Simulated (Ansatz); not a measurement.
Crystal: MgS (Niningerite).

```
CELL_PARAMETERS angstrom
0.00000 2.60165 2.60165
2.60165 0.00000 2.60165
2.60165 2.60165 0.00000
ATOMIC_POSITIONS crystal
S 0.50000 0.50000 0.50000
Mg 0.00000 0.00000 0.00000
```

Base run:

| Quantity | Value |
| --- | --- |
| Program | Ansatz 0.2.0 |
| Functional | PBEsol |
| Potentials or basis | Ansatz PAW |
| Cutoff | 420 eV |
| Density cutoff | 1680 eV |
| k mesh | 9 × 9 × 9 |
| Occupations | fixed |
| Spin | no spin polarisation |

Its results: band gap on the k mesh 2.83 eV, indirect (least direct gap 3.59 eV); electronic dielectric tensor (diagonal) 5.53.

**Question.** The run is repeated on the same cell with these changes: functional from PBEsol to LDA. What comes out?

**Answer.** Band gap on the k mesh 2.69 eV, indirect (least direct gap 3.48 eV); electronic dielectric tensor (diagonal) 5.59.

Caveats: odd divisions of the mesh miss points on the zone boundary, where band edges often lie, so the gap on the mesh can be too wide.

A k mesh can miss the band edges.

Not every run made on this cell is shown here.
